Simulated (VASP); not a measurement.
TiPbO4:

```
CELL_PARAMETERS angstrom
3.86459 0.00000 0.00000
0.00000 3.86459 0.00000
0.00000 0.00000 6.73512
ATOMIC_POSITIONS crystal
Ti 0.00000 0.00000 0.50000
Pb 0.50000 0.50000 0.00000
O 0.00000 0.00000 0.11295
O 0.00000 0.00000 0.88705
O 0.50000 0.50000 0.66113
O 0.50000 0.50000 0.33887
```

The cell was built by a generator and needn't be a form met in nature.

- Program: VASP 6.6.1
- Task: relaxation of cell and atoms
- Functional: PBE
- Potentials or basis: VASP PAW PBE potentials, release 64 (Ti_sv, Pb_d, O)
- Cutoff: 520 eV
- k mesh: 4 × 4 × 2
- Occupations: gaussian, width 0.15 eV
- Spin: no spin polarisation

At the start: pressure -15.6 GPa; volume 16.76 Å³/atom.

Question: How do energy, volume and symmetry change on relaxing?

Answer: Over 19 steps the energy falls by 927.5 meV/atom and the volume is 11.22 Å³/atom (-33.1 %); space group P4/mmm (No. 123, to 0.05 Å).

The path:
| step | energy change (eV) | largest force (eV/Å) | pressure (GPa) | volume (Å³) |
| --- | --- | --- | --- | --- |
| 1 | 0.0000 | 0.6964 | -15.56 | 100.59 |
| 2 | -1.6981 | 3.2161 | -3.12 | 78.70 |
| 3 | -1.7640 | 3.7969 | 2.68 | 74.75 |
| 4 | -2.7375 | 4.5389 | 6.24 | 67.75 |
| 5 | -1.5495 | 2.2975 | 81.53 | 48.74 |
| 6 | -3.3455 | 3.5957 | 15.88 | 61.83 |
| 7 | -3.4780 | 4.1189 | 22.28 | 58.94 |
| 8 | -4.7503 | 0.9922 | 4.58 | 60.87 |
| 9 | -4.7994 | 1.1934 | 2.71 | 61.22 |
| 10 | -4.8027 | 1.3380 | 2.17 | 61.34 |
| 11 | -4.8791 | 0.9018 | 0.77 | 61.99 |
| 12 | -5.0093 | 0.5539 | -0.76 | 63.99 |
| 13 | -5.5096 | 0.7509 | -3.08 | 68.10 |
| 14 | 14.6974 | 129.0961 | 72.84 | 76.86 |
| 15 | -5.5307 | 0.6151 | -2.43 | 68.24 |
| 16 | -5.5065 | 1.8298 | 3.53 | 66.80 |
| 17 | -5.5471 | 0.6755 | 0.10 | 67.67 |
| 18 | -5.5503 | 0.5760 | 0.84 | 67.02 |
| 19 | -5.5652 | 0.0637 | 0.41 | 67.33 |

Final structure:
```cif
data_structure
_symmetry_space_group_name_H-M 'P 1'
_symmetry_Int_Tables_number 1
_cell_length_a 3.1355
_cell_length_b 3.1355
_cell_length_c 6.8483
_cell_angle_alpha 90.000
_cell_angle_beta 90.000
_cell_angle_gamma 90.000
_cell_volume 67.33
loop_
_atom_site_label
_atom_site_type_symbol
_atom_site_fract_x
_atom_site_fract_y
_atom_site_fract_z
_atom_site_occupancy
Ti1 Ti 0.00000 0.00000 0.50000 1
Pb1 Pb 0.50000 0.50000 0.00000 1
O1 O 0.00000 0.00000 0.19983 1
O2 O 0.00000 0.00000 0.80017 1
O3 O 0.50000 0.50000 0.60802 1
O4 O 0.50000 0.50000 0.39198 1
```

Caveat: the k mesh is coarse (spacing up to 0.47 Å⁻¹), so the values aren't converged; the volume moved by over 15 % at a fixed basis, so the end points are rough.
